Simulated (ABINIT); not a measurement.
SnTe in ABINIT: the effect of functional

SnTe:

```
Te Sn
1.0
     0.00000    3.61115    3.61115
     3.61115    0.00000    3.61115
     3.61115    3.61115    0.00000
Te Sn
1 1
Direct
  0.25000 0.25000 0.25000
  0.00000 0.00000 0.00000
```

Measurements of this composition are mostly on another form, of space group No. 225.

Alike in all runs:

- Program: ABINIT 10.8.3 (patched build)
- Task: band structure
- k mesh: 7 × 7 × 7
- Occupations: fermi-dirac, width 0.05 eV
- Spin: no spin polarisation

Q: One run gave: pressure -1.4 GPa. Which functional did it use?
A. PBEsol
B. r2SCAN
C. LDA

A: A.

| functional | potentials or basis | cutoff | pressure (GPa) |
| --- | --- | --- | --- |
| LDA | JTH PAW LDA v2.0 | 599 eV | -2.2 |
| PBEsol | JTH PAW PBE v2.0 | 599 eV | -1.4 |
| r2SCAN | JTH PAW PBE v2.0 | 707 eV | -0.7 |

Caveats: the PAW data sets were made with another functional, which shifts forces and pressure a little (some runs).

Runs at the PBE level aren't shown here.
